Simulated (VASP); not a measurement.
## BaTe in VASP 6.6.1, single-point calculation

INCAR

```
NSW = 0
LCHARG = .FALSE.
ISMEAR = -1
EDIFF = 1E-7
NELM = 53
SIGMA = 0.02
LASPH = .TRUE.
MAGMOM = 0.5 -0.5
GGA = PE
ISPIN = 2
ISIF = 2
IVDW = 20
PREC = Accurate
ENCUT = 520
NBANDS = 15
IBRION = -1
LWAVE = .FALSE.
LREAL = .FALSE.
```

KPOINTS

```
KPOINTS created by Atomic Simulation Environment
0
Gamma
6 6 6
0 0 0
```

POSCAR

```
Ba Te
 1.0000000000000000
     0.0510428811000000    3.5323793129999999    3.5323793129999999
     3.5323793129999999    0.0510428811000000    3.5323793129999999
     3.5834221941000002    3.5834221941000002    0.0000000000000000
 Ba  Te
   1   1
Cartesian
  0.0000000000000000  0.0000000000000000  0.0000000000000000
  3.5834221940999997  3.5834221940999997  3.5323793129999994
```

The recommended PBE PAW datasets give the neutral cell 16 valence electrons.

Command

```
mpirun -np 1 vasp_std
```

OSZICAR

```
N       E                     dE             d eps       ncg     rms          rms(c)
DAV:   1     0.853047930408E+02    0.85305E+02   -0.62447E+03  2760   0.887E+02
DAV:   2    -0.311973277931E+01   -0.88425E+02   -0.81536E+02  3711   0.154E+02
DAV:   3    -0.854208128115E+01   -0.54223E+01   -0.53863E+01  3837   0.413E+01
DAV:   4    -0.867266578825E+01   -0.13058E+00   -0.13054E+00  3586   0.649E+00
DAV:   5    -0.867536293615E+01   -0.26971E-02   -0.26971E-02  4014   0.803E-01    0.388E+00
DAV:   6    -0.861301111040E+01    0.62352E-01   -0.15973E-01  3250   0.203E+00    0.240E+00
DAV:   7    -0.861209207899E+01    0.91903E-03   -0.10641E-01  3446   0.189E+00    0.109E+00
DAV:   8    -0.862266022483E+01   -0.10568E-01   -0.20677E-02  3353   0.933E-01    0.569E-01
DAV:   9    -0.862463955741E+01   -0.19793E-02   -0.21276E-03  3243   0.360E-01    0.220E-01
DAV:  10    -0.862531906456E+01   -0.67951E-03   -0.76653E-04  3236   0.189E-01    0.835E-02
DAV:  11    -0.862549771387E+01   -0.17865E-03   -0.12579E-04  3509   0.779E-02    0.459E-02
DAV:  12    -0.862560524860E+01   -0.10753E-03   -0.10743E-04  3117   0.691E-02    0.181E-02
DAV:  13    -0.862561779613E+01   -0.12548E-04   -0.16294E-05  3495   0.274E-02    0.522E-03
DAV:  14    -0.862561861077E+01   -0.81463E-06   -0.13983E-06  3446   0.766E-03    0.336E-03
DAV:  15    -0.862561880003E+01   -0.18927E-06   -0.30688E-07  3298   0.357E-03    0.103E-03
DAV:  16    -0.862561881067E+01   -0.10639E-07   -0.71411E-08  2817   0.166E-03
   1 F= -.10145720E+02 E0= -.10145720E+02  d E =-.296568E-12  mag=     0.0000
```

Standard output (part)

```
POSCAR found type information on POSCAR BaTe
 POSCAR found :  2 types and       2 ions
 LDA part: xc-table for (Slater+PW92), standard interpolation
 POSCAR, INCAR and KPOINTS ok, starting setup
 WAVECAR not read
 entering main loop
 augmentation electrons   16.3892990611063
 total        electrons   16.3892990611063
 augmentation electrons -6.392455128264966E-008
 total        electrons -6.392455128264966E-008
 augmentation electrons   702.696635833627
 total        electrons   702.696635833627
 augmentation electrons   698.972834703626
 total        electrons   698.972834703626
 augmentation electrons  -2.47695828904774
 soft         electrons   18.8662573476178
 total        electrons   16.3892990585701
 augmentation electrons  2.490857971013953E-006
 soft         electrons -2.554782518870979E-006
 total        electrons -6.392454785702681E-008
 translations:           2           2           2
```

It converged. Results: pressure -2.8 GPa; magnetic moment of the cell 0.00 μB.

For comparison, a separate PBE run of the intended cell, on usual settings and not on those above, gives a gap of 1.53 eV on its mesh and a pressure of 0.3 GPa.

The run above took about 3.2 min on one core of a shared host (Intel Xeon Platinum 8488C) and held 0.35 GiB at most.
